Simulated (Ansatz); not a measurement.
TiB₂: do energies and stresses tell the same story?

These are results of Ansatz, DFT PBE, scalar-relativistic, plane waves, PAW, not measurements.

Cutoff 420 eV; k points 15×15×14 on the computed 3-atom cell (Γ-centred); Gaussian smearing, width 0.10 eV; no spin polarisation.

Relaxed cell: P6/mmm, a = 3.032 Å, b = 3.032 Å, c = 3.223 Å, α = 90.00°, β = 90.00°, γ = 120.00°, 3 atoms in the primitive cell. Whether it is the stable form of this composition wasn't checked.

Energies at zero smearing and pressures from the stress tensor, at volumes with shape and atoms relaxed:
```
V (Å³/atom) E − E(first) (meV/atom) P (GPa)
      7.528                     0.00    41.10
      7.785                   -55.41    28.43
      8.042                   -91.98    17.53
      8.298                  -112.33     8.13
      8.555                  -118.71     0.04
      8.811                  -113.03    -6.95
      9.068                   -96.95   -12.98
      9.410                   -61.75   -19.75
```

Q: Check P = −dE/dV between neighbouring volumes, and get the bulk modulus from the pressures alone.

A: With 1 eV/Å³ = 160.2 GPa:
```csv
middle V (Å³/atom),−ΔE/ΔV (GPa),mean P (GPa)
7.657,34.589,34.764
7.913,22.832,22.978
8.170,12.706,12.828
8.427,3.979,4.084
8.683,-3.545,-3.455
8.940,-10.040,-9.962
9.239,-16.481,-16.362
```

The two differ by 0.17 GPa at most. The mean of two end pressures misses the average over a step by about ΔV² P″/12, up to 0.16 GPa here; with that taken off 0.02 GPa remains. Around V = 8.555 Å³/atom, the two neighbours give B = −V ΔP/ΔV = 8.555 × 15.08 / 0.513 = 251.3 GPa, against B0 = 250.2 GPa from the Birch–Murnaghan fit of the energies.